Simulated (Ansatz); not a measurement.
A relaxation computed with Ansatz, from input to last step.

```yaml
crystal:
  lattice:
    - [2.7536309757, 0.0, 0.0]
    - [-1.3768154878, 2.3847143776, 0.0]
    - [0.0, 0.0, 9.2279060247]
  atoms:
    - { symbol: Hg, position: [0.0, 0.0, 0.0] }
    - { symbol: Hg, position: [0.3333333333, 0.6666666667, 0.25] }
    - { symbol: Hg, position: [0.0, 0.0, 0.5] }
    - { symbol: Hg, position: [0.6666666667, 0.3333333333, 0.75] }
basis:
  ecutwfc: 420
kpoints:
  mp_grid: { grid: [18, 18, 6] }
hamiltonian:
  xc: pbe
  dispersion: d3bj
scf:
  occupations: { method: gaussian, width: 0.1 }
output:
  forces: true
  stress: true
  eigenvalues: true
relax:
  adjacent_minimum: "off"
  f_tol: 0.008
  max_steps: 50
  cell: { stress_tol: 0.08, p_target: 90.0 }
```

```bash
ansatz run input.yaml --threads 1 --pin off --max-ram 2560MiB --backend cpu --events-out ev --progress --plain --runs-dir out
```

The calculation used DFT PBE+D3(BJ), scalar-relativistic, plane waves, PAW (Ansatz 0.2.0).

Of 5 frames 5 are shown, positions in Å and forces in eV/Å; the SCF threshold varies from step to step. Steps run on the plane waves of an earlier cell, with a Pulay correction in the pressure. The basis is chosen afresh for the last frame, the zero of the energies, and at times for earlier ones too; energy and pressure step there, also at an unchanged geometry. The relaxation lowers the enthalpy F + PV at the target pressure, so the free energy itself can rise. The mark taken_back stands on steps that the optimiser undid.

```xyz
4
Lattice="2.7536 0.0000 0.0000 -1.3768 2.3847 0.0000 0.0000 0.0000 9.2279" Properties=species:S:1:pos:R:3:forces:R:3 pbc="T T T" step=1 free_energy_over_end_meV_per_atom=-208.37 pressure_GPa=78.22
Hg    0.0000    0.0000    0.0000    0.0000    0.0000    0.0000
Hg    0.0000    1.5898    2.3070    0.0000    0.0000    0.0000
Hg    0.0000    0.0000    4.6140    0.0000    0.0000    0.0000
Hg    1.3768    0.7949    6.9209    0.0000    0.0000    0.0000
4
Lattice="2.6436 0.0000 0.0000 -1.3218 2.2894 0.0000 0.0000 0.0000 8.7801" Properties=species:S:1:pos:R:3:forces:R:3 pbc="T T T" step=2 free_energy_over_end_meV_per_atom=1077.96 pressure_GPa=151.34 taken_back
Hg    0.0000    0.0000    0.0000    0.0000    0.0000    0.0000
Hg    0.0000    1.5263    2.1950    0.0000    0.0000    0.0000
Hg    0.0000    0.0000    4.3901    0.0000    0.0000    0.0000
Hg    1.3218    0.7631    6.5851    0.0000    0.0000    0.0000
4
Lattice="2.7347 0.0000 0.0000 -1.3673 2.3683 0.0000 0.0000 0.0000 9.1494" Properties=species:S:1:pos:R:3:forces:R:3 pbc="T T T" step=3 free_energy_over_end_meV_per_atom=-35.09 pressure_GPa=88.01
Hg    0.0000    0.0000    0.0000    0.0000    0.0000    0.0000
Hg    0.0000    1.5789    2.2874    0.0000    0.0000    0.0000
Hg    0.0000    0.0000    4.5747    0.0000    0.0000    0.0000
Hg    1.3673    0.7894    6.8621    0.0000    0.0000    0.0000
4
Lattice="2.7310 0.0000 0.0000 -1.3655 2.3651 0.0000 0.0000 0.0000 9.1350" Properties=species:S:1:pos:R:3:forces:R:3 pbc="T T T" step=4 free_energy_over_end_meV_per_atom=-0.31 pressure_GPa=89.97
Hg    0.0000    0.0000    0.0000    0.0000    0.0000    0.0000
Hg    0.0000    1.5768    2.2838    0.0000    0.0000    0.0000
Hg    0.0000    0.0000    4.5675    0.0000    0.0000    0.0000
Hg    1.3655    0.7884    6.8513    0.0000    0.0000    0.0000
4
Lattice="2.7310 0.0000 0.0000 -1.3655 2.3651 0.0000 0.0000 0.0000 9.1350" Properties=species:S:1:pos:R:3:forces:R:3 pbc="T T T" step=5 free_energy_over_end_meV_per_atom=0.00 pressure_GPa=89.99
Hg    0.0000    0.0000    0.0000    0.0000    0.0000    0.0000
Hg    0.0000    1.5768    2.2838    0.0000    0.0000    0.0000
Hg    0.0000    0.0000    4.5675    0.0000    0.0000    0.0000
Hg    1.3655    0.7884    6.8513    0.0000    0.0000    0.0000
```

Time: 76 s on 1 thread of Intel(R) Xeon(R) Platinum 8259CL CPU @ 2.50GHz (Skylake/Cascade Lake), with other jobs on the host, peak memory 0.62 GiB.

Spin–orbit coupling is left out, which can shift energies with elements as heavy as these.